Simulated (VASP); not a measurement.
Input of a VASP 6.6.1 run:

Contents of INCAR:

```
SYSTEM = P
  PREC = Accurate
  ENCUT = 520
  EDIFF = 1E-7
  ISMEAR = -1
  SIGMA = 0.05
  LREAL = .False.
  LASPH = .True.
  NELM = 100
  ALGO = Fast
  ISIF = 2
  LWAVE = .False.
  LCHARG = .False.
  GGA = PE
  NBANDS = 8
```

The input KPOINTS:

```
Automatic mesh
0
Gamma
  17 17 17
  0 0 0
```

The input POSCAR:

```
P
1.0
    0.0000000000      1.9189957517      1.9189957517
    1.9189957517      0.0000000000      1.9189957517
    1.9189957517      1.9189957517      0.0000000000
P
1
Direct
    0.0000000000      0.0000000000      0.0000000000
```

Potentials or basis: VASP PAW PBE potentials, release 64 (P).

Command:

```sh
$ cat potpaw_PBE.64/P/POTCAR > POTCAR
$ mpirun -np 1 vasp_std > vasp.out
```

(1) Estimate the band gap on the k mesh.

(2) Estimate the pressure.

Answers

(1) none (metal or under the smearing width).

(2) 2.0 GPa.
